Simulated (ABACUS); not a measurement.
# TePb (Fm-3m) in ABACUS: settings compared, part 2 of 2

ABACUS 3.10.1. Earlier steps stand in the parts before.

**3. Equation of state, HCTH407, 31.71 Å³/atom (volume scaled by 0.94)**

Input file run_abacus.py:

```python
"""ABACUS run from a structure file: ASE reads it, the script writes STRU, KPT and INPUT."""
import re
import subprocess
import spglib
from ase import Atoms
from ase.io import read
from ase.units import Bohr

atoms = read("TePb.cif")
cell, frac, numbers = spglib.standardize_cell((atoms.cell[:], atoms.get_scaled_positions(), atoms.numbers), to_primitive=True, symprec=1e-4)
atoms = Atoms(numbers=numbers, cell=cell, scaled_positions=frac, pbc=True)  # the primitive cell
atoms = atoms[(-atoms.numbers).argsort(kind="stable")]  # ABACUS lists atoms element by element
pseudo = {'Pb': 'Pb.upf', 'Te': 'Te.upf'}
orbital = {}
magmoms = None
kmesh = [6, 6, 6]
params = {
    'suffix': 'TePb',
    'calculation': 'scf',
    'basis_type': 'pw',
    'pseudo_dir': './',
    'symmetry': 1,
    'dft_functional': 'GGA_XC_HCTH_407',
    'ecutwfc': 83,
    'pseudo_rcut': 10,
    'nspin': 1,
    'nbands': 19,
    'ks_solver': 'dav',
    'smearing_method': 'fd',
    'smearing_sigma': 0.00367493,
    'scf_thr': 1e-08,
    'scf_nmax': 100,
    'mixing_type': 'broyden',
    'mixing_beta': 0.7,
    'cal_force': 1,
    'cal_stress': 1,
    'kpar': 4,
}

symbols = atoms.get_chemical_symbols()
elements = list(dict.fromkeys(symbols))
lines = ["ATOMIC_SPECIES"] + [f"{e} {atoms.get_masses()[symbols.index(e)]:.4f} {pseudo[e]}" for e in elements]
if orbital:
    lines += ["", "NUMERICAL_ORBITAL"] + [orbital[e] for e in elements]
lines += ["", "LATTICE_CONSTANT", f"{1 / Bohr:.10f}", "", "LATTICE_VECTORS"]
lines += [" ".join(f"{x:.10f}" for x in v) for v in atoms.cell]
lines += ["", "ATOMIC_POSITIONS", "Direct"]
for e in elements:
    lines += ["", e, "0.0", str(symbols.count(e))]
    for i, p in enumerate(atoms.get_scaled_positions(wrap=False)):
        if symbols[i] == e:
            mag = "" if magmoms is None else " mag " + " ".join(str(x) for x in (magmoms[i] if isinstance(magmoms[i], list) else [magmoms[i]]))
            lines.append(" ".join(f"{x:.10f}" for x in p) + " 1 1 1" + mag)
open("STRU", "w").write("\n".join(lines) + "\n")
open("KPT", "w").write("K_POINTS\n0\nGamma\n%d %d %d 0 0 0\n" % tuple(kmesh))
open("INPUT", "w").write("INPUT_PARAMETERS\n" + "".join(f"{k:<20s}{v}\n" for k, v in params.items()))

done = subprocess.run(['mpirun', '-np', '4', 'abacus'])
if done.returncode:
    raise SystemExit(done.returncode)
log = open("OUT.TePb/running_scf.log").read()
print("final energy (eV):", re.findall(r"FINAL_ETOT_IS (\S+)", log))
```

Input file TePb.cif:

```cif
data_TePb
_cell_length_a 6.33008543
_cell_length_b 6.33008543
_cell_length_c 6.33008543
_cell_angle_alpha 90.00000000
_cell_angle_beta 90.00000000
_cell_angle_gamma 90.00000000
_space_group_name_H-M_alt 'Fm-3m'
_space_group_name_Hall '-F 4 2 3'
_space_group_IT_number 225
loop_
_space_group_symop_operation_xyz
'x,y,z'
'-x,-y,-z'
'-y,x,z'
'y,-x,-z'
'-x,-y,z'
'x,y,-z'
'y,-x,z'
'-y,x,-z'
'x,-y,-z'
'-x,y,z'
'-y,-x,-z'
'y,x,z'
'-x,y,-z'
'x,-y,z'
'y,x,-z'
'-y,-x,z'
'z,x,y'
'-z,-x,-y'
'z,-y,x'
'-z,y,-x'
'z,-x,-y'
'-z,x,y'
'z,y,-x'
'-z,-y,x'
'-z,x,-y'
'z,-x,y'
'-z,-y,-x'
'z,y,x'
'-z,-x,y'
'z,x,-y'
'-z,y,x'
'z,-y,-x'
'y,z,x'
'-y,-z,-x'
'x,z,-y'
'-x,-z,y'
'-y,z,-x'
'y,-z,x'
'-x,z,y'
'x,-z,-y'
'-y,-z,x'
'y,z,-x'
'-x,-z,-y'
'x,z,y'
'y,-z,-x'
'-y,z,x'
'x,-z,y'
'-x,z,-y'
'x,y+1/2,z+1/2'
'-x,-y+1/2,-z+1/2'
'-y,x+1/2,z+1/2'
[... 62 lines left out ...]
'-z+1/2,-x,-y+1/2'
'z+1/2,-y,x+1/2'
'-z+1/2,y,-x+1/2'
'z+1/2,-x,-y+1/2'
'-z+1/2,x,y+1/2'
'z+1/2,y,-x+1/2'
'-z+1/2,-y,x+1/2'
'-z+1/2,x,-y+1/2'
'z+1/2,-x,y+1/2'
'-z+1/2,-y,-x+1/2'
'z+1/2,y,x+1/2'
'-z+1/2,-x,y+1/2'
'z+1/2,x,-y+1/2'
'-z+1/2,y,x+1/2'
'z+1/2,-y,-x+1/2'
'y+1/2,z,x+1/2'
'-y+1/2,-z,-x+1/2'
'x+1/2,z,-y+1/2'
'-x+1/2,-z,y+1/2'
'-y+1/2,z,-x+1/2'
'y+1/2,-z,x+1/2'
'-x+1/2,z,y+1/2'
'x+1/2,-z,-y+1/2'
'-y+1/2,-z,x+1/2'
'y+1/2,z,-x+1/2'
'-x+1/2,-z,-y+1/2'
'x+1/2,z,y+1/2'
'y+1/2,-z,-x+1/2'
'-y+1/2,z,x+1/2'
'x+1/2,-z,y+1/2'
'-x+1/2,z,-y+1/2'
'x+1/2,y+1/2,z'
'-x+1/2,-y+1/2,-z'
'-y+1/2,x+1/2,z'
'y+1/2,-x+1/2,-z'
'-x+1/2,-y+1/2,z'
'x+1/2,y+1/2,-z'
'y+1/2,-x+1/2,z'
'-y+1/2,x+1/2,-z'
'x+1/2,-y+1/2,-z'
'-x+1/2,y+1/2,z'
'-y+1/2,-x+1/2,-z'
'y+1/2,x+1/2,z'
'-x+1/2,y+1/2,-z'
'x+1/2,-y+1/2,z'
'y+1/2,x+1/2,-z'
'-y+1/2,-x+1/2,z'
'z+1/2,x+1/2,y'
'-z+1/2,-x+1/2,-y'
'z+1/2,-y+1/2,x'
'-z+1/2,y+1/2,-x'
'z+1/2,-x+1/2,-y'
'-z+1/2,x+1/2,y'
'z+1/2,y+1/2,-x'
'-z+1/2,-y+1/2,x'
'-z+1/2,x+1/2,-y'
'z+1/2,-x+1/2,y'
'-z+1/2,-y+1/2,-x'
'z+1/2,y+1/2,x'
'-z+1/2,-x+1/2,y'
'z+1/2,x+1/2,-y'
'-z+1/2,y+1/2,x'
'z+1/2,-y+1/2,-x'
'y+1/2,z+1/2,x'
'-y+1/2,-z+1/2,-x'
'x+1/2,z+1/2,-y'
'-x+1/2,-z+1/2,y'
'-y+1/2,z+1/2,-x'
'y+1/2,-z+1/2,x'
'-x+1/2,z+1/2,y'
'x+1/2,-z+1/2,-y'
'-y+1/2,-z+1/2,x'
'y+1/2,z+1/2,-x'
'-x+1/2,-z+1/2,-y'
'x+1/2,z+1/2,y'
'y+1/2,-z+1/2,-x'
'-y+1/2,z+1/2,x'
'x+1/2,-z+1/2,y'
'-x+1/2,z+1/2,-y'
loop_
_atom_site_label
_atom_site_type_symbol
_atom_site_symmetry_multiplicity
_atom_site_Wyckoff_symbol
_atom_site_fract_x
_atom_site_fract_y
_atom_site_fract_z
_atom_site_occupancy
Pb1 Pb 4 a 0.0000000000 0.0000000000 0.0000000000 1
Te1 Te 4 b 0.5000000000 0.0000000000 0.0000000000 1
```

Potentials or basis: PseudoDojo NC SR 0.4.1 PBE standard, plane waves.

The run is started by

```sh
> OMP_NUM_THREADS=1 python run_abacus.py > log
```

Run time: 7.1 s. Hardware: 4 MPI ranks of Intel Xeon Platinum 8488C (Sapphire Rapids), shared host; peak memory 0.48 GiB.

It converged, with:

```
Free energy            : -4816.7557 eV
Pressure               : 8.1 GPa
Band gap on the k mesh : 0.83 eV, direct
```

Caveat: the potentials were made for another functional, which shifts forces and pressure; spin-orbit coupling is left out, which as a rule narrows the gap of such compounds by several tenths of an eV.

**4. Equation of state, HCTH407, 33.05 Å³/atom (volume scaled by 0.98)**

run_abacus.py is that of step 3.

Changes to TePb.cif since step 3:

```diff
@@ -1,5 +1,5 @@
 data_TePb
-_cell_length_a 6.33008543
-_cell_length_b 6.33008543
-_cell_length_c 6.33008543
+_cell_length_a 6.41862957
+_cell_length_b 6.41862957
+_cell_length_c 6.41862957
 _cell_angle_alpha 90.00000000
```

The run is started by

```sh
> OMP_NUM_THREADS=1 python run_abacus.py > log
```

Wall time 7.2 s (4 MPI ranks of Intel Xeon Platinum 8488C (Sapphire Rapids), shared host); peak memory 0.48 GiB.

Results (log left out):

```
Free energy            : -4816.8720 eV
Pressure               : 5.7 GPa
Band gap on the k mesh : 0.93 eV, direct
```

Caveat: the potentials were made for another functional, which shifts forces and pressure; spin-orbit coupling is left out, which as a rule narrows the gap of such compounds by several tenths of an eV.

**5. Equation of state, HCTH407, 34.40 Å³/atom (volume scaled by 1.02)**

run_abacus.py is that of step 4.

Changes to TePb.cif since step 4:

```diff
@@ -1,5 +1,5 @@
 data_TePb
-_cell_length_a 6.41862957
-_cell_length_b 6.41862957
-_cell_length_c 6.41862957
+_cell_length_a 6.50479595
+_cell_length_b 6.50479595
+_cell_length_c 6.50479595
 _cell_angle_alpha 90.00000000
```

The run is started by

```sh
> OMP_NUM_THREADS=1 python run_abacus.py > log
```

Run time: 9.5 s. Hardware: 4 MPI ranks of Intel Xeon Platinum 8488C (Sapphire Rapids), shared host; peak memory 0.48 GiB.

Results (log left out):

| Quantity | Value |
| --- | --- |
| Free energy | -4816.9518 eV |
| Pressure | 3.8 GPa |
| Band gap on the k mesh | 1.01 eV, direct |

Caveat: the potentials were made for another functional, which shifts forces and pressure; spin-orbit coupling is left out, which as a rule narrows the gap of such compounds by several tenths of an eV.

**6. Equation of state, HCTH407, 35.75 Å³/atom (volume scaled by 1.06)**

run_abacus.py is that of step 5.

Changes to TePb.cif since step 5:

```diff
@@ -1,5 +1,5 @@
 data_TePb
-_cell_length_a 6.50479595
-_cell_length_b 6.50479595
-_cell_length_c 6.50479595
+_cell_length_a 6.58873806
+_cell_length_b 6.58873806
+_cell_length_c 6.58873806
 _cell_angle_alpha 90.00000000
```

Potentials or basis: PseudoDojo NC SR 0.4.1 PBE standard, plane waves.

The run is started by

```sh
> OMP_NUM_THREADS=1 python run_abacus.py > log
```

It took 9.6 s on 4 MPI ranks of Intel Xeon Platinum 8488C (Sapphire Rapids), shared host; peak memory 0.48 GiB.

It converged, with:

```yaml
Free_energy: -4817.0017 eV
Pressure: 2.2 GPa
Band_gap_on_the_k_mesh: 1.08 eV, direct
```

Caveat: the potentials were made for another functional, which shifts forces and pressure; spin-orbit coupling is left out, which as a rule narrows the gap of such compounds by several tenths of an eV.

**7. Equation of state, HCTH407**

This step only gathers the single runs of the series.

What came out:

| Item | Value |
| --- | --- |
| Equilibrium volume | 38.21 Å³/atom (rough: see the caveat) |
| Bulk modulus | 28 GPa (rough) |

Energy against volume, from the lowest point:
```csv
volume (Å³/atom),energy (meV/atom)
31.706,123.03
33.055,64.85
34.404,24.98
35.753,0.00
```

Caveat: the minimum lies outside the volumes run; the potentials were made for another functional, which shifts forces and pressure. The run has no spin-orbit coupling, so splittings on Pb, Te are missing.

**8. Band structure, TM**

Input file INPUT:

```
INPUT_PARAMETERS
suffix              TePb
calculation         nscf
basis_type          pw
pseudo_dir          ./
symmetry            -1
dft_functional      MGGA_X_TM+MGGA_C_TM
ecutwfc             96.0
pseudo_rcut         10
nspin               1
nbands              25
ks_solver           dav
smearing_method     fd
smearing_sigma      0.00367493
scf_thr             1e-08
scf_nmax            100
mixing_type         broyden
mixing_beta         0.7
mixing_tau          1
init_chg            file
pw_diag_thr         1e-07
out_band            1
kpar                4
```

Input file STRU:

```
ATOMIC_SPECIES
Pb 207.2000 Pb_ONCV_PBE-1.2.upf
Te 127.6000 Te_ONCV_PBE-1.2.upf

LATTICE_CONSTANT
1.8897261246

LATTICE_VECTORS
0.0000000000 3.2310000000 3.2310000000
3.2310000000 0.0000000000 3.2310000000
3.2310000000 3.2310000000 0.0000000000

ATOMIC_POSITIONS
Cartesian

Pb
0.0
1
0.0000000000 0.0000000000 0.0000000000 1 1 1

Te
0.0
1
3.2310000000 3.2310000000 3.2310000000 1 1 1
```

Input file KPT:

```
K_POINTS
12
Line
0.00000000 0.00000000 0.00000000 10 // G
0.50000000 0.00000000 0.50000000 10 // X
0.50000000 0.25000000 0.75000000 10 // W
0.37500000 0.37500000 0.75000000 10 // K
0.00000000 0.00000000 0.00000000 10 // G
0.50000000 0.50000000 0.50000000 10 // L
0.62500000 0.25000000 0.62500000 10 // U
0.50000000 0.25000000 0.75000000 10 // W
0.50000000 0.50000000 0.50000000 10 // L
0.37500000 0.37500000 0.75000000 1 // K
0.62500000 0.25000000 0.62500000 10 // U
0.50000000 0.00000000 0.50000000 1 // X
```

Potentials or basis: SG15 ONCV 1.2 PBE, plane waves.

The run is started by

```sh
> OMP_NUM_THREADS=1 mpirun -np 4 abacus > log
```

running log:

```text
ABACUS v3.10.1

               Atomic-orbital Based Ab-initio Computation at UStc

 ------------------------------------------------------------------------------------

 READING GENERAL INFORMATION
                           global_out_dir = OUT.TePb/
                           global_in_card = INPUT
                               pseudo_dir = ./
                              orbital_dir =
                                    DSIZE = 4
                                    GSIZE = 1

 READING UNITCELL INFORMATION
                                    ntype = 2
                  lattice constant (Bohr) = 1.88973
              lattice constant (Angstrom) = 1

 READING ATOM TYPE 1
                               atom label = Pb
                      L=0, number of zeta = 1
                      L=1, number of zeta = 1
                      L=2, number of zeta = 1
             number of atom for this type = 1

 READING ATOM TYPE 2
                               atom label = Te
                      L=0, number of zeta = 1
                      L=1, number of zeta = 1
                      L=2, number of zeta = 1
             number of atom for this type = 1

                        TOTAL ATOM NUMBER = 2
CARTESIAN COORDINATES ( UNIT =       1.889726124600 Bohr ).
    atom                   x                   y                   z     mag                  vx                  vy                  vz
[... 190 lines left out ...]

 PW ALGORITHM --------------- ION=   1  ELEC=   1--------------------------------

 k(1/102) Iter steps (avg)=11 threshold=1e-07

 k(2/102) Iter steps (avg)=12 threshold=1e-07
 k(3/102) Iter steps (avg)=12 threshold=1e-07
 k(4/102) Iter steps (avg)=13 threshold=1e-07
 k(5/102) Iter steps (avg)=14 threshold=1e-07
[... 7 lines left out ...]
 k(12/102) Iter steps (avg)=18 threshold=1e-07
 k(13/102) Iter steps (avg)=21 threshold=1e-07
 k(14/102) Iter steps (avg)=19 threshold=1e-07
 k(15/102) Iter steps (avg)=22 threshold=1e-07
 k(16/102) Iter steps (avg)=19 threshold=1e-07
 k(17/102) Iter steps (avg)=17 threshold=1e-07
 k(18/102) Iter steps (avg)=15 threshold=1e-07
 k(19/102) Iter steps (avg)=15 threshold=1e-07
 k(20/102) Iter steps (avg)=14 threshold=1e-07
 k(21/102) Iter steps (avg)=15 threshold=1e-07
 k(22/102) Iter steps (avg)=15 threshold=1e-07
 k(23/102) Iter steps (avg)=14 threshold=1e-07
 k(24/102) Iter steps (avg)=16 threshold=1e-07
 k(25/102) Iter steps (avg)=16 threshold=1e-07
 k(26/102) Iter steps (avg)=16 threshold=1e-07
[... levels at 26 k points of this process ...]

 Density error is 0.00000000000
                          Error Threshold = 1.00000000000e-07
----------------------------------------------------------
     Energy           Rydberg                 eV
----------------------------------------------------------
 E_KohnSham     -287.2945847073      -3908.8433565634
 E_KS(sigma->0) -287.2945842359      -3908.8433501491
 E_Harris       -287.2945847073      -3908.8433565634
 E_band         -20.7689447913       -282.5759906085
 E_one_elec     -112.2755445113      -1527.5871514067
 E_Hartree      66.6540058183        906.8742736536
 E_xc           -31.9873540353       -435.2102788235
 E_Ewald        -209.6856910361      -2852.9201871582
 E_entropy(-TS) -0.0000009429        -0.0000128286
 E_descf        0.0000000000         0.0000000000
 E_exx          0.0000000000         0.0000000000
 E_Fermi        0.7402197362         10.0712061845
----------------------------------------------------------

 charge density convergence is achieved
 final etot is -3908.8433566 eV
 EFERMI = 10.071206184 eV

 STATE ENERGY(eV) AND OCCUPATIONS    NSPIN == 1
 1/26 kpoint (Cartesian) = 0.0000 0.0000 0.0000 (7239 pws)
       1       -26.1681      0.0196078
       2       -26.1681      0.0196078
       3       -26.1620      0.0196078
       4       -26.1620      0.0196078
       5       -26.1620      0.0196078
       6       -6.86188      0.0196078
[... 152 lines left out ...]
      24        20.1627        0.00000
      25        23.5814        0.00000

[... levels at 20 further k points ...]

 --------------------------------------------
 !FINAL_ETOT_IS -3908.843356563406 eV
 --------------------------------------------

 Output bands in file: OUT.TePb/BANDS_1.dat
```

Run time: 1.9 min. Hardware: 4 MPI ranks of Intel Xeon Platinum 8488C (Sapphire Rapids), shared host; peak memory 0.88 GiB.

Results:

| Item | Value |
| --- | --- |
| Band gap along the path | 0.83 eV, direct |

Levels at the corners of the path, in eV from the Fermi level:
| point | band 12 | band 13 | band 14 | band 15 | band 16 | band 17 | band 18 | band 19 |
| --- | --- | --- | --- | --- | --- | --- | --- | --- |
| Γ | -5.89 | -1.70 | -1.70 | -1.70 | 3.75 | 3.75 | 3.75 | 5.41 |
| X | -7.57 | -4.83 | -3.13 | -3.13 | 2.78 | 5.15 | 5.15 | 6.34 |
| W | -8.26 | -4.12 | -4.12 | -0.74 | 1.41 | 4.76 | 4.76 | 6.47 |
| K | -8.24 | -4.45 | -2.64 | -2.43 | 3.20 | 3.48 | 4.69 | 5.55 |
| Γ | -5.89 | -1.70 | -1.70 | -1.70 | 3.75 | 3.75 | 3.75 | 5.41 |
| L | -8.86 | -1.27 | -1.27 | -0.41 | 0.41 | 0.99 | 0.99 | 7.75 |
| U | -8.24 | -4.45 | -2.64 | -2.43 | 3.20 | 3.48 | 4.69 | 5.55 |
| W | -8.26 | -4.12 | -4.12 | -0.74 | 1.41 | 4.76 | 4.76 | 6.47 |
| L | -8.86 | -1.27 | -1.27 | -0.41 | 0.41 | 0.99 | 0.99 | 7.75 |
| K | -8.24 | -4.45 | -2.64 | -2.43 | 3.20 | 3.48 | 4.69 | 5.55 |
| U | -8.24 | -4.45 | -2.64 | -2.43 | 3.20 | 3.48 | 4.69 | 5.55 |
| X | -7.57 | -4.83 | -3.13 | -3.13 | 2.78 | 5.15 | 5.15 | 6.34 |

Caveat: the density is read from an earlier self-consistent run, whose mesh may be coarse; the potentials were made for another functional, which shifts forces and pressure; spin-orbit coupling is left out, which moves the levels of the heavy elements.

**9. Comparison with measurements**

Step 2. Measured gap of TePb: 0.19 eV (direct; 4.2 K; a printed reference work, monograph). This calculation gives 0.97 eV (+0.78 eV). Spin-orbit coupling on Pb, Te is left out. The value is that of HCTH407, without temperature or zero-point motion.

Step 8. Measured gap of TePb: 0.19 eV (direct; 4.2 K; a printed reference work, monograph). This calculation gives 0.83 eV (+0.64 eV). Spin-orbit coupling on Pb, Te is left out. The value is that of TM, without temperature or zero-point motion.
